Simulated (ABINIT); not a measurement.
# Cr (Im-3m) in ABINIT: equation of state with r2SCAN

Aim: the equation of state of Cr with r2SCAN.

All numbers are computed with ABINIT 10.8.3 (patched build); they aren't measurements. Logs are shortened: lines on timing, memory, paths and dates and some standing lists are left out, and cuts for length are marked. The log counts tension as positive stress, the text compression.

### 1 The structure

Symmetry: Im-3m, No. 229, cubic system. The conventional cell has a = 2.969 Å, b = 2.969 Å, c = 2.969 Å, α = 90.00°, β = 90.00°, γ = 90.00°. Cr (site symmetry m-3m) has 8 Cr at 2.57 Å as nearest neighbours.

### 2 Equation of state, r2SCAN, collinear spin, ferromagnetic start

Input file run.abi:

```
ndtset 7
getwfk -1
scalecart1 3*0.9795861087
scalecart2 3*0.9864848297
scalecart3 3*0.9932883884
scalecart4 3*1.0000000000
scalecart5 3*1.0066227096
scalecart6 3*1.0131594038
scalecart7 3*1.0196128224

pp_dirpath "./"
pseudos "Cr.GGA_PBE-JTH.xml"

acell 4.8587547043 4.8587547043 4.8587547043
rprim
    -0.5773502692     0.5773502692     0.5773502692
     0.5773502692    -0.5773502692     0.5773502692
     0.5773502692     0.5773502692    -0.5773502692
ntypat 1
znucl 24
natom 1
typat 1
xred
     0.0000000000     0.0000000000     0.0000000000

ecut 761.918815 eV
pawecutdg 50.0

kptopt 1
ngkpt 7 7 7
nshiftk 1
shiftk 0.0 0.0 0.0

ixc -497498
usekden 1
pawxcdev 0

nband 12
occopt 3
tsmear 0.05 eV

nsppol 2
spinat
     0.0000000000     0.0000000000     3.0000000000

nstep 100
tolvrs 1.0e-7

iomode 3
prtwf 1
prtden 0
prteig 0
prtebands 0
enunit 2
```

Potentials or basis: JTH PAW PBE v2.0.

Launch:

```console
abinit run.abi > log 2>&1
```

run.abo:

```text
.Version 10.8.3 of ABINIT
 DATASET    1 : space group Im -3 m (#229); Bravais cI (body-center cubic)
================================================================================
 Values of the parameters that define the memory need for DATASET  1.
     intxc =       0    ionmov =       0      iscf =      17    lmnmax =      18
     lnmax =       6     mgfft =      24  mpssoang =       3    mqgrid =    3001
     natom =       1  nloc_mem =       2    nspden =       2   nspinor =       1
    nsppol =       2      nsym =      48    n1xccc =       1    ntypat =       1
    occopt =       3   xclevel =       2
       mpw =         598          nfft =       13824          nkpt =          20
 PAW method is used; the additional fine FFT grid is defined by:
   mgfftf=        32    nfftf =     32768
================================================================================
================================================================================
[... 71 lines left out ...]
 DATASET    7 : space group Im -3 m (#229); Bravais cI (body-center cubic)
================================================================================
 Values of the parameters that define the memory need for DATASET  7.
     intxc =       0    ionmov =       0      iscf =      17    lmnmax =      18
     lnmax =       6     mgfft =      24  mpssoang =       3    mqgrid =    3001
     natom =       1  nloc_mem =       2    nspden =       2   nspinor =       1
    nsppol =       2      nsym =      48    n1xccc =       1    ntypat =       1
    occopt =       3   xclevel =       2
       mpw =         679          nfft =       13824          nkpt =          20
 PAW method is used; the additional fine FFT grid is defined by:
   mgfftf=        32    nfftf =     32768
================================================================================
================================================================================

--------------------------------------------------------------------------------
------------- Echo of variables that govern the present computation ------------
--------------------------------------------------------------------------------
 -outvars: echo values of preprocessed input variables --------
            acell      4.8587547043E+00  4.8587547043E+00  4.8587547043E+00 Bohr
              amu      5.19961000E+01
             ecut      2.80000000E+01 Hartree
           enunit           2
           getwfk          -1
              ixc     -497498
           jdtset        1    2    3    4    5    6    7
         kptrlatt        7    0    0      0    7    0      0    0    7
          kptrlen1     3.33169803E+01
          kptrlen2     3.35516146E+01
          kptrlen3     3.37830124E+01
          kptrlen4     3.40112829E+01
          kptrlen5     3.42365298E+01
          kptrlen6     3.44588511E+01
          kptrlen7     3.46783402E+01
            natom           1
            nband          12
           ndtset           7
            ngfft          24      24      24
          ngfftdg          32      32      32
[... 36 lines left out ...]
           tolvrs      1.00000000E-07
           tsmear      1.83746611E-03 Hartree
            typat      1
          usekden           1
           useylm           1
            znucl       24.00000

================================================================================

 chkinp: Checking input parameters for consistency, jdtset=   1.

 chkinp: Checking input parameters for consistency, jdtset=   2.
[... 36 lines left out ...]
 getcut: wavevector=  0.0000  0.0000  0.0000  ngfft=  32  32  32
         ecut(hartree)=     50.000   => boxcut(ratio)=   2.11425

--- Pseudopotential description ------------------------------------------------
- pspini: atom type   1  psp file is ./Cr.GGA_PBE-JTH.xml
 Pseudopotential format is: paw10
 basis_size (lnmax)=  6 (lmn_size= 18), orbitals=   0   0   1   1   2   2
 Spheres core radius: rc_sph= 2.10817612
 Shapefunction is SIN type: shapef(r)=[sin(pi*r/rshp)/(pi*r/rshp)]**2
 Radius for shape functions =  1.80035846
 Compensation charge density is not taken into account in XC energy/potential

   3.78186631E+02                                ecore*ucvol(ha*bohr**3)
--------------------------------------------------------------------------------

================================================================================

--- !BeginCycle
iteration_state: {dtset: 1, }
solver: {iscf: 17, nstep: 100, nline: 4, wfoptalg: 10, }
tolerances: {tolvrs: 1.00E-07, }
...
[... 1589 lines left out ...]
-Cartesian components of stress tensor (GPa)         [Pressure= -3.5997E+01 GPa]
- sigma(1 1)=  3.59966921E+01  sigma(3 2)=  0.00000000E+00
- sigma(2 2)=  3.59966921E+01  sigma(3 1)=  0.00000000E+00
- sigma(3 3)=  3.59966921E+01  sigma(2 1)=  0.00000000E+00

== END DATASET(S) ==============================================================
================================================================================

 -outvars: echo values of variables after computation  --------
            acell      4.8587547043E+00  4.8587547043E+00  4.8587547043E+00 Bohr
           etotal1    -8.3468688434E+01
           etotal2    -8.3467418596E+01
           etotal3    -8.3465939377E+01
           etotal4    -8.3464275342E+01
           etotal5    -8.3462447852E+01
           etotal6    -8.3460475484E+01
           etotal7    -8.3458380997E+01
            fcart1    -0.0000000000E+00 -0.0000000000E+00 -0.0000000000E+00
            fcart2    -0.0000000000E+00 -0.0000000000E+00 -0.0000000000E+00
            fcart3    -0.0000000000E+00 -0.0000000000E+00 -0.0000000000E+00
            fcart4    -0.0000000000E+00 -0.0000000000E+00 -0.0000000000E+00
            fcart5    -0.0000000000E+00 -0.0000000000E+00 -0.0000000000E+00
            fcart6    -0.0000000000E+00 -0.0000000000E+00 -0.0000000000E+00
            fcart7    -0.0000000000E+00 -0.0000000000E+00 -0.0000000000E+00
            rprim1    -5.6556430356E-01  5.6556430356E-01  5.6556430356E-01
                       5.6556430356E-01 -5.6556430356E-01  5.6556430356E-01
                       5.6556430356E-01  5.6556430356E-01 -5.6556430356E-01
[... 17 lines left out ...]
                       5.8867373749E-01  5.8867373749E-01 -5.8867373749E-01
           strten1     6.6224243961E-04  6.6224243961E-04  6.6224243961E-04
                       0.0000000000E+00  0.0000000000E+00  0.0000000000E+00
           strten2     7.8715615716E-04  7.8715615716E-04  7.8715615716E-04
                       0.0000000000E+00  0.0000000000E+00  0.0000000000E+00
           strten3     8.9820505790E-04  8.9820505790E-04  8.9820505790E-04
                       0.0000000000E+00  0.0000000000E+00  0.0000000000E+00
           strten4     9.9560082644E-04  9.9560082644E-04  9.9560082644E-04
                       0.0000000000E+00  0.0000000000E+00  0.0000000000E+00
           strten5     1.0823151689E-03  1.0823151689E-03  1.0823151689E-03
                       0.0000000000E+00  0.0000000000E+00  0.0000000000E+00
           strten6     1.1568334401E-03  1.1568334401E-03  1.1568334401E-03
                       0.0000000000E+00  0.0000000000E+00  0.0000000000E+00
           strten7     1.2235026949E-03  1.2235026949E-03  1.2235026949E-03
                       0.0000000000E+00  0.0000000000E+00  0.0000000000E+00
 Calculation completed.
```

Run time: 6.7 min. Hardware: 1 thread of Arm Neoverse V2, shared host; peak memory 0.16 GiB.

Results:

* Equilibrium volume: 11.31 Å³/atom (rough: see the caveat)
* Bulk modulus: 276 GPa (rough)

Energy against volume, from the lowest point:
| volume (Å³/atom) | energy (meV/atom) |
| --- | --- |
| 12.299 | 0.00 |
| 12.561 | 34.55 |
| 12.823 | 74.81 |
| 13.084 | 120.09 |
| 13.346 | 169.81 |
| 13.608 | 223.49 |
| 13.870 | 280.48 |

Caveat: the k mesh is coarse (spacing up to 0.43 Å⁻¹), so the values aren't converged; pressures at fixed basis lie under the slope of the energies; the minimum lies outside the volumes run; the PAW data sets were made with another functional, which shifts forces and pressure a little.
